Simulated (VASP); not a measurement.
Crystal: Cd.

```
Cd
1.0
    -0.02715    2.11006    2.25776
     2.24631   -0.05212    2.28272
     2.21275    2.10147   -0.01856
Cd
1
Direct
  0.00000 0.00000 0.00000
```

This isn't the form of Cd at room conditions, which is hcp.

The cell isn't the ideal one: cell sheared at random, sigma 0.03, atoms nudged by 0.01 Å.

| Quantity | Value |
| --- | --- |
| Program | VASP 6.6.1 |
| Task | relaxation of cell and atoms |
| Functional | PBE |
| Potentials or basis | VASP PAW PBE potentials, release 64 (Cd) |
| Cutoff | 600 eV |
| k mesh | 10 × 10 × 10 |
| Occupations | methfessel-paxton, width 0.1 eV |
| Spin | no spin polarisation |

At the start: pressure 2.5 GPa; volume 21.79 Å³/atom.

Q: Where does the relaxation end?

A: Over 34 steps the energy falls by 19.5 meV/atom and the volume is 23.02 Å³/atom (+5.6 %); space group R-3m (No. 166, to 0.05 Å).

Step by step:
| step | energy change (eV) | largest force (eV/Å) | pressure (GPa) | volume (Å³) |
| --- | --- | --- | --- | --- |
| 1 | 0.0000 | 0.0000 | 2.54 | 21.79 |
| 2 | -0.0102 | 0.0000 | 0.11 | 22.90 |
| 3 | -0.0103 | 0.0000 | -0.17 | 23.07 |
| 4 | -0.0110 | 0.0000 | -0.20 | 23.05 |
| 5 | -0.0114 | 0.0000 | -0.09 | 23.02 |
| 6 | -0.0117 | 0.0000 | 0.03 | 22.95 |
| 7 | -0.0117 | 0.0000 | 0.03 | 22.93 |
| 8 | -0.0118 | 0.0000 | 0.06 | 22.91 |
| 9 | -0.0124 | 0.0000 | 0.22 | 22.85 |
| 10 | -0.0131 | 0.0000 | 0.35 | 22.72 |
| 11 | -0.0132 | 0.0000 | 0.28 | 22.78 |
| 12 | -0.0133 | 0.0000 | 0.24 | 22.75 |
| 13 | -0.0139 | 0.0000 | 0.30 | 22.77 |
| 14 | -0.0139 | 0.0000 | 0.30 | 22.80 |
| 15 | -0.0141 | 0.0000 | 0.18 | 22.79 |
| 16 | -0.0148 | 0.0000 | 0.17 | 22.82 |
| 17 | -0.0165 | 0.0000 | -0.01 | 22.93 |
| 18 | -0.0165 | 0.0000 | -0.28 | 23.13 |
| 19 | -0.0170 | 0.0000 | -0.19 | 23.06 |
| 20 | -0.0171 | 0.0000 | -0.11 | 22.99 |
| 21 | -0.0171 | 0.0000 | -0.13 | 23.02 |
| 22 | -0.0174 | 0.0000 | -0.06 | 22.98 |
| 23 | -0.0175 | 0.0000 | 0.02 | 22.94 |
| 24 | -0.0177 | 0.0000 | 0.16 | 22.87 |
| 25 | -0.0178 | 0.0000 | 0.48 | 22.72 |
| 26 | -0.0179 | 0.0000 | 0.30 | 22.81 |
| 27 | -0.0179 | 0.0000 | 0.39 | 22.76 |
| 28 | -0.0181 | 0.0000 | 0.41 | 22.77 |
| 29 | -0.0183 | 0.0000 | 0.45 | 22.79 |
| 30 | -0.0186 | 0.0000 | 0.25 | 22.85 |
| 31 | -0.0192 | 0.0000 | -0.07 | 23.02 |
| 32 | -0.0192 | 0.0000 | -0.20 | 23.09 |
| 33 | -0.0194 | 0.0000 | -0.16 | 23.07 |
| 34 | -0.0195 | 0.0000 | -0.05 | 23.02 |

Final structure:
```yaml
crystal:
  lattice:
    - [0.11912, 2.30910, 2.31585]
    - [2.32576, 0.10866, 2.32060]
    - [2.32201, 2.30954, 0.12005]
  atoms:
    - { symbol: Cd, position: [0.00000, 0.00000, 0.00000] }
```
